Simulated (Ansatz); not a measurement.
Al₂O₃: the volume at rest

Al₂O₃ in the corundum structure, starting from this typed cell of 8.75 Å³ an atom.

```
CELL_PARAMETERS angstrom
2.40300 1.38737 4.37200
-2.40300 1.38737 4.37200
0.00000 -2.77475 4.37200
ATOMIC_POSITIONS crystal
Al 0.35220 0.35220 0.35220
Al 0.14780 0.14780 0.14780
Al 0.64780 0.64780 0.64780
Al 0.85220 0.85220 0.85220
O 0.55640 0.94360 0.25000
O 0.25000 0.55640 0.94360
O 0.94360 0.25000 0.55640
O 0.44360 0.05640 0.75000
O 0.75000 0.44360 0.05640
O 0.05640 0.75000 0.44360
```

Method (Ansatz, development build): k mesh 3×3×3; fixed occupations; no spin. Cell and atoms are relaxed to zero stress with the symmetry kept and no dispersion correction.

Caveats: coarse k mesh.

Question: What volume results under PBE, LDA, PBEsol, and how much do the potentials matter?

Answer: 
```csv
functional,potentials,cutoff (eV),volume (Å³/atom),change (%)
PBE,all-electron PAW datasets (no frozen core),540,8.76,0.2
PBE,Ansatz hand-made PAW,930,8.76,0.2
PBE,PseudoDojo norm-conserving,1143,8.72,-0.3
PBE,Ansatz norm-conserving,1240,8.75,0.1
LDA,Ansatz hand-made PAW,930,8.33,-4.7
LDA,PseudoDojo norm-conserving,1143,8.26,-5.6
PBEsol,Ansatz hand-made PAW,930,8.56,-2.1
PBEsol,PseudoDojo norm-conserving,1143,8.53,-2.5
```

From smallest to largest: LDA, PBEsol, PBE.
